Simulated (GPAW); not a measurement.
Crystal: CdS (Greenockite).

```
Cd S
1.0
     4.15000    0.00000    0.00000
    -2.07500    3.59401    0.00000
     0.00000    0.00000    6.73700
Cd S
2 2
Cartesian
  2.0750 1.1980 3.3685
  0.0000 2.3960 0.0000
  2.0750 1.1980 5.8949
  0.0000 2.3960 2.5264
```

Base run:

```yaml
Program: GPAW 26.7.0
Functional: LDA
Potentials_or_basis: the program's PAW data sets (release 1.2.1) made for this functional
Cutoff: 450 eV
Basis: pw
k_mesh: 6 × 6 × 3
Occupations: fermi-dirac, width 0.05 eV
Spin: no spin polarisation
```

Its results: band gap on the k mesh 0.89 eV, direct; pressure -4.2 GPa; largest force 0.060 eV/Å.

Question: The run is repeated on the same cell with these changes: cutoff from 450 eV to 500 eV. What comes out?

Answer: Band gap on the k mesh 0.89 eV, direct; pressure -3.6 GPa; largest force 0.060 eV/Å.

Caveats: the cutoff is short for stress and forces, so pressures can be off by a GPa or more; an odd mesh through Γ misses points on the zone boundary, where band edges often lie.

Not every run made on this cell is shown here.
